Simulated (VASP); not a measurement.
# La (Im-3m) in VASP: a series of runs, part 2 of 2

VASP 6.6.1. Earlier steps stand in the parts before.

## 4. Single point, PBE

Input file INCAR:

```
PREC = Accurate
ENCUT = 520
EDIFF = 1E-6
ISMEAR = 0
SIGMA = 0.05
LREAL = F
LASPH = T
NELM = 60
ALGO = Fast
ISIF = 2
LWAVE = F
LCHARG = T
GGA = PE
LELF = T
LVHAR = T
NBANDS = 12
```

Input file KPOINTS:

```
regular mesh
0
Gamma
  14 14 14
```

Input file POSCAR:

```
La
1.0
   -2.1097480080      2.1097480080      2.1097480080
    2.1097480080     -2.1097480080      2.1097480080
    2.1097480080      2.1097480080     -2.1097480080
La
1
Direct
    0.0000000000      0.0000000000      0.0000000000
```

Potentials or basis: VASP PAW PBE potentials, release 64 (La).

Run with:

```
> cat potpaw_PBE.64/La/POTCAR > POTCAR
> mpirun -np 1 vasp_std > vasp.out
```

OUTCAR:

```text
PREC = Accurate
   ENCUT = 520
   EDIFF = 1E-6
   ISMEAR = 0
   LREAL = F
   LASPH = T
   NELM = 60
   ISIF = 2
   GGA = PE

 ion  position               nearest neighbor table
   1  0.000  0.000  0.000-

  LATTYP: Found a body centered cubic cell.
 ALAT       =     4.2194960160

  Lattice vectors:

 A1 = (  -2.1097480080,   2.1097480080,   2.1097480080)
 A2 = (   2.1097480080,  -2.1097480080,   2.1097480080)
 A3 = (   2.1097480080,   2.1097480080,  -2.1097480080)

Analysis of symmetry for initial positions (statically):
=====================================================================
 Subroutine PRICEL returns:
 Original cell was already a primitive cell.

 Routine SETGRP: Setting up the symmetry group for a
 body centered cubic supercell.

 Subroutine GETGRP returns: Found 48 space group operations
 (whereof 48 operations were pure point group operations)
 out of a pool of 48 trial point group operations.

The static configuration has the point symmetry O_h .

Analysis of symmetry for dynamics (positions and initial velocities):
=====================================================================
 Subroutine PRICEL returns:
 Original cell was already a primitive cell.

 Routine SETGRP: Setting up the symmetry group for a
 body centered cubic supercell.

 Subroutine GETGRP returns: Found 48 space group operations
 (whereof 48 operations were pure point group operations)
 out of a pool of 48 trial point group operations.

The dynamic configuration has the point symmetry O_h .

 Subroutine INISYM returns: Found 48 space group operations
 (whereof 48 operations are pure point group operations),
 and found     1 'primitive' translations

----------------------------------------------------------------------------------------

                                     Primitive cell

  volume of cell :      37.5623

  direct lattice vectors                    reciprocal lattice vectors
    -2.109748008  2.109748008  2.109748008     0.000000000  0.236995128  0.236995128
     2.109748008 -2.109748008  2.109748008     0.236995128  0.000000000  0.236995128
     2.109748008  2.109748008 -2.109748008     0.236995128  0.236995128  0.000000000

  length of vectors
     3.654190741  3.654190741  3.654190741     0.335161725  0.335161725  0.335161725

  position of ions in fractional coordinates (direct lattice)
     0.000000000  0.000000000  0.000000000

  ion indices of the primitive-cell ions
   primitive index   ion index
                 1           1

----------------------------------------------------------------------------------------

 KPOINTS: regular mesh

Automatic generation of k-mesh.
 Grid dimensions read from file:
 generate k-points for:   14   14   14

 Generating k-lattice:

  Cartesian coordinates                     Fractional coordinates (reciprocal lattice)
     0.000000000  0.016928223  0.016928223     0.071428571  0.000000000  0.000000000
     0.016928223  0.000000000  0.016928223     0.000000000  0.071428571  0.000000000
     0.016928223  0.016928223  0.000000000     0.000000000  0.000000000  0.071428571

  Length of vectors
     0.023940123  0.023940123  0.023940123

  Shift w.r.t. Gamma in fractional coordinates (k-lattice)
     0.000000000  0.000000000  0.000000000

 Subroutine IBZKPT returns following result:
 ===========================================

 Found    104 irreducible k-points:

 Following reciprocal coordinates:
            Coordinates               Weight
  0.000000  0.000000  0.000000      1.000000
  0.071429  0.000000  0.000000     12.000000
  0.142857  0.000000  0.000000     12.000000
  0.214286  0.000000  0.000000     12.000000
  0.285714  0.000000  0.000000     12.000000
  0.357143  0.000000  0.000000     12.000000
[... 16 lines left out ...]
  0.285714  0.285714  0.000000     24.000000
  0.357143  0.285714  0.000000     24.000000
 [... further k-points ...]
   k-points           NKPTS =    104   k-points in BZ     NKDIM =    104   number of bands    NBANDS=     12
   number of dos      NEDOS =    301   number of ions     NIONS =      1
   total plane-waves  NPLWV =  21952
   dimension x,y,z NGX =    28 NGY =   28 NGZ =   28
   dimension x,y,z NGXF=    56 NGYF=   56 NGZF=   56
   ions per type =               1
   NGX,Y,Z   is equivalent  to a cutoff of  12.74, 12.74, 12.74 a.u.
   NGXF,Y,Z  is equivalent  to a cutoff of  25.48, 25.48, 25.48 a.u.
 SYSTEM =  unknown system
   PREC   = accura    normal or accurate (medium, high low for compatibility)
   ISTART =      0    job   : 0-new  1-cont  2-samecut
   ICHARG =      2    charge: 1-file 2-atom 10-const
   ISPIN  =      1    spin polarized calculation?
   LNONCOLLINEAR =      F non collinear calculations
   LSORBIT =      F    spin-orbit coupling
   LASPH  =      T    aspherical Exc in radial PAW
   ENCUT  =  520.0 eV  38.22 Ry    6.18 a.u.   6.79  6.79  6.79*2*pi/ulx,y,z
   NELM   =     60;   NELMIN=  2; NELMDL= -5     # of ELM steps
   EDIFF  = 0.1E-05   stopping-criterion for ELM
   LREAL  =      F    real-space projection
   EDIFFG = 0.1E-04   stopping-criterion for IOM
   NSW    =      0    number of steps for IOM
   IBRION =     -1    ionic relax: 0-MD 1-quasi-New 2-CG
   NFREE  =      0    steps in history (QN), initial steepest desc. (CG)
   ISIF   =      2    stress and relaxation
   ISYM   =      2    0-nonsym 1-usesym 2-fastsym
   POTIM  = 0.5000    time-step for ionic-motion
   TEBEG  =    0.0;   TEEND  =   0.0 temperature during run
   PSTRESS=    0.0 pullay stress
   NELECT =      11.0000    total number of electrons
   NUPDOWN=      -1.0000    fix difference up-down
   EMIN   =  10.00;   EMAX   =-10.00  energy-range for DOS
   EFERMI =   0.00;   METHOD = LEGACY
   ISMEAR =     0;   SIGMA  =   0.05  broadening in eV -4-tet -1-fermi 0-gaus
   EFERMI_NEDOS =   21; number of points for ismear=-14 and -15
   IALGO  =     68    algorithm
   IMIX   =      4    mixing-type and parameters
     AMIX     =   0.40;   BMIX     =  1.00
     AMIX_MAG =   1.60;   BMIX_MAG =  1.00
  volume/ion in A,a.u.               =      37.56       253.48
  Fermi-wavevector in a.u.,A,eV,Ry     =   1.087148  2.054411 16.080586  1.181890
  Thomas-Fermi vector in A             =   2.223300
   LORBIT       =      0    0 simple, 1 ext, 2 COOP (PROOUT), +10 PAW based schemes
   GGA     = PE    functional components
   LHFCALC =     F    Hartree Fock is set to
   AEXX    =    0.0000 exact exchange contribution
   IVDW    =     0    specifies the selected vdW correction
   LEPSILON=     F    determine dielectric tensor
   LRPA    =     F    only Hartree local field effects (RPA)
 non-spin polarized calculation
 RMM-DIIS sequential band-by-band and
 Gauss-broadening in eV      SIGMA  =   0.05
  energy-cutoff  :      520.00
  volume of cell :       37.56
 maximum number of plane-waves:      1048
   NGX = 13   NGY = 13   NGZ = 13

 number of electron      11.0000000 magnetization

 Free energy of the ion-electron system (eV)
  ---------------------------------------------------
  ext. energy  EPLUGINS =         0.00000000
  ---------------------------------------------------
  free energy    TOTEN  =        -4.75670700 eV

  energy without entropy =       -4.75186579  energy(sigma->0) =       -4.75428640

 E-fermi :   7.7599     XC(G=0):  -9.5155

 val. band max:        7.7570410135   @ k =   0.3571   0.2143   0.0000
 cond. band min:       7.7653432543   @ k =   0.2857   0.1429  -0.0000
 fundamental gap:      0.0083022408
 Fermi energy:         7.7599454527

 k-point     1 :       0.0000    0.0000    0.0000
  band No.  band energies     occupation
      1     -25.1528      2.00000
      2      -8.1584      2.00000
      3      -8.1584      2.00000
      4      -8.1584      2.00000
      5       4.5691      2.00000
      6       9.2304      0.00000
      7       9.2304      0.00000
      8       9.2484      0.00000
      9       9.2492      0.00000
     10       9.2492      0.00000
     11       9.8541      0.00000
     12       9.9697      0.00000
[... 331 lines left out ...]
 k-point    24 :       0.3571    0.2857    0.0000
  band No.  band energies     occupation
      1     -24.9293      2.00000
      2      -9.1881      2.00000
      3      -8.9865      2.00000
      4      -8.3292      2.00000
      5       7.0317      2.00000
      6       7.9776      0.00000
      7       8.4393      0.00000
      8       9.4681      0.00000
      9       9.5565      0.00000
     10       9.6565      0.00000
     11       9.8845      0.00000
     12       9.9425      0.00000

 [... further k-points ...]

------------------------ aborting loop because EDIFF is reached ----------------------------------------

  FORCE on cell =-STRESS in cart. coord.  units (eV):
  Direction    XX          YY          ZZ          XY          YZ          ZX
  --------------------------------------------------------------------------------------
  -------------------------------------------------------------------------------------
  Total        0.0124705      0.0124705      0.0124705     -0.0000000     -0.0000000      0.0000000
  in kB        0.5319172      0.5319172      0.5319172     -0.0000000     -0.0000000      0.0000000
  external PRESSURE =       0.5319172 kB  Pullay stress =       0.0000000 kB

 VOLUME and BASIS-vectors are now :
 -----------------------------------------------------------------------------
  energy-cutoff  :      520.00
  volume of cell :       37.56
      direct lattice vectors                 reciprocal lattice vectors
    -2.109748008  2.109748008  2.109748008     0.000000000  0.236995128  0.236995128
     2.109748008 -2.109748008  2.109748008     0.236995128  0.000000000  0.236995128
     2.109748008  2.109748008 -2.109748008     0.236995128  0.236995128  0.000000000

 POSITION                                       TOTAL-FORCE (eV/Angst)
 -----------------------------------------------------------------------------------
      0.00000      0.00000      0.00000        -0.000000     -0.000000     -0.000000
 -----------------------------------------------------------------------------------
    total drift:                               -0.000000      0.000000      0.000000

  FREE ENERGIE OF THE ION-ELECTRON SYSTEM (eV)
  ---------------------------------------------------
  free  energy   TOTEN  =        -4.7567070006 eV

  energy  without entropy=       -4.7518657925  energy(sigma->0) =       -4.75428640
```

OSZICAR:

```text
N       E                     dE             d eps       ncg     rms          rms(c)
DAV:   1     0.972618998208E+02    0.97262E+02   -0.37518E+03  2544   0.116E+03
DAV:   2     0.162063701267E+01   -0.95641E+02   -0.91716E+02  3224   0.178E+02
DAV:   3    -0.444174619929E+01   -0.60624E+01   -0.58106E+01  3524   0.777E+01
[... 19 lines left out ...]
RMM:  23    -0.475670140713E+01   -0.29066E-05   -0.31203E-05  3238   0.357E-02    0.416E-03
RMM:  24    -0.475670357076E+01   -0.21636E-05   -0.23018E-05  3115   0.307E-02    0.403E-03
RMM:  25    -0.475670476949E+01   -0.11987E-05   -0.18610E-05  3391   0.375E-02    0.623E-03
RMM:  26    -0.475670610374E+01   -0.13343E-05   -0.13729E-05  3031   0.319E-02    0.267E-03
RMM:  27    -0.475670700057E+01   -0.89684E-06   -0.91425E-06  2928   0.250E-02
   1 F= -.47567070E+01 E0= -.47542864E+01  d E =-.484121E-02
```

Run time: 89 s. Hardware: 1 thread of Intel Xeon Platinum 8375C at 2.90GHz (Ice Lake), shared host; peak memory 0.2 GiB.

Results:

* Free energy: -4.7567 eV
* Pressure: 0.1 GPa
* Band gap on the k mesh: none (metal or under the smearing width)

## 5. Single point, PBE

This run uses another cell than the first one, of 37.48 Å³/atom, 0.998 times its volume.

Input file INCAR:

```
ALGO = Normal
EDIFF = 1E-6
ENCUT = 520
GGA = PE
ISIF = 2
ISMEAR = 0
LASPH = T
LCHARG = F
LREAL = F
LWAVE = F
NBANDS = 12
NELM = 60
PREC = Accurate
SIGMA = 0.05
```

Input file KPOINTS:

```
k-points
0
Gamma
  14 14 14
```

Input file POSCAR:

```
La
1.0
   -2.1081229217      2.1081229217      2.1081229217
    2.1081229217     -2.1081229217      2.1081229217
    2.1081229217      2.1081229217     -2.1081229217
La
1
Direct
    0.0000000000      0.0000000000      0.0000000000
```

Run with:

```
> cat potpaw_PBE.64/La/POTCAR > POTCAR
> mpirun -np 1 vasp_std > vasp.out
```

It took 71 s on 1 thread of Intel Xeon Platinum 8375C at 2.90GHz (Ice Lake), shared host; peak memory 0.21 GiB.

The run converged. Its results:

```yaml
Free_energy: -4.7567 eV
Pressure: 0.1 GPa
Band_gap_on_the_k_mesh: none (metal or under the smearing width)
```

Levels at points of the mesh, in eV from the Fermi level:
| k point | band 2 | band 3 | band 4 | band 5 | band 6 | band 7 | band 8 | band 9 |
| --- | --- | --- | --- | --- | --- | --- | --- | --- |
| (0.00, 0.00, 0.00) | -15.91 | -15.91 | -15.91 | -3.19 | 1.47 | 1.47 | 1.47 | 1.49 |
| (0.50, 0.00, 0.00) | -17.25 | -16.33 | -15.93 | -1.80 | -0.19 | 1.50 | 1.57 | 1.83 |
| (0.50, 0.50, 0.50) | -16.81 | -16.81 | -16.81 | -1.86 | -1.86 | 1.64 | 1.79 | 1.79 |

Spin-orbit coupling is left out, which matters for the levels of La.

## 6. Overview

```csv
cell,gap on the mesh (eV),pressure (GPa)
"Im-3m, 37.56 Å³/atom",none,0.1
"Im-3m, 37.33 Å³/atom",none,0.2
"Im-3m, 37.48 Å³/atom",none,0.1
```

Alike in all rows: task single point; level PBE; potentials or basis VASP PAW PBE potentials, release 64 (La); no spin polarisation; k mesh 14 × 14 × 14; cutoff (eV) 520; smearing gaussian 0.05 eV.

Every run on the cell as given and a fine mesh finds a metal.

Total energies depend on the potentials used, so only differences within one code and one set of settings carry meaning.
